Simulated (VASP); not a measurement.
GaAs, 2 atoms in the cell. The structure is tetragonal, space group I-4m2 (No. 119). Conventional cell: a = 4.083 Å, b = 4.083 Å, c = 5.573 Å, α = 90.00°, β = 90.00°, γ = 90.00°. Ga (site symmetry -4m2) has 4 As at 2.47 Å as nearest neighbours. As (site symmetry -4m2) has 4 Ga at 2.47 Å as nearest neighbours.  The cell isn't the ideal one: epitaxial_xy strain +1.9%.

* Program: VASP 6.6.1
* Task: single point
* Functional: PBE
* Potentials or basis: VASP PAW PBE potentials, release 64 (Ga_d, As)
* Cutoff: 520 eV
* k mesh: 8 × 8 × 8
* Occupations: fermi-dirac, width 0.02 eV
* Spin: no spin polarisation
* Dipole correction: no
* Further INCAR settings: ALGO = Fast; EDIFF = 1e-06; NBANDS = 16

Potentials or basis: VASP PAW PBE potentials, release 64 (Ga_d, As).

The run is started by

```console
$ cat potpaw_PBE.64/Ga_d/POTCAR potpaw_PBE.64/As/POTCAR > POTCAR
$ mpirun -np 1 vasp_std > vasp.out
```

Hardware: 1 thread of Intel(R) Xeon(R) Platinum 8488C (Sapphire Rapids), with other jobs on the host.

**Question.** How long does it take, and how much memory?

**Answer.** Run time: 33 s on 1 thread of Intel(R) Xeon(R) Platinum 8488C (Sapphire Rapids) (shared host), peak memory 0.19 GiB. Counts: scf iterations 12, k points 59.
